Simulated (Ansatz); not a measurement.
## Straining TiAl₃

The calculation used Ansatz 0.2.0, DFT PBE, scalar-relativistic, plane waves, PAW. Run with 420 eV cutoff, 10×10×4 k-mesh, Gaussian smearing of 0.10 eV, no spin polarisation.

Starting point, cell and atoms relaxed:

```
Ti Al
1.0
     3.84535    0.00000    0.00000
     0.00000    3.84535    0.00000
     0.00000    0.00000    8.62281
Ti Al
2 6
Cartesian
  0.0000 0.0000 0.0000
  1.9227 1.9227 4.3114
  1.9227 1.9227 0.0000
  0.0000 1.9227 2.1557
  1.9227 0.0000 2.1557
  0.0000 0.0000 4.3114
  1.9227 0.0000 6.4671
  0.0000 1.9227 6.4671
```

Deformation: c alone is stretched, the rest of the cell is held and the atoms relax, all within the symmetry that the strain leaves. Energies are extrapolated to zero smearing.

| strain (%) | ΔE (meV/atom) | a (Å) | b (Å) | c (Å) |
| --- | --- | --- | --- | --- |
| -3.0 | 10.7 | 3.845 | 3.845 | 8.364 |
| -2.0 | 4.7 | 3.845 | 3.845 | 8.450 |
| -1.0 | 1.2 | 3.845 | 3.845 | 8.537 |
| +0.0 | 0.0 | 3.845 | 3.845 | 8.623 |
| +1.0 | 1.0 | 3.845 | 3.845 | 8.709 |
| +2.0 | 4.1 | 3.845 | 3.845 | 8.795 |
| +3.0 | 9.2 | 3.845 | 3.845 | 8.881 |

What stiffness (1/V) d²E/dε² at zero strain does a cubic fit over all points give?

A cubic fit gives (1/V) d²E/dε² = 222 GPa at zero strain (the elastic constant along c at held a and b).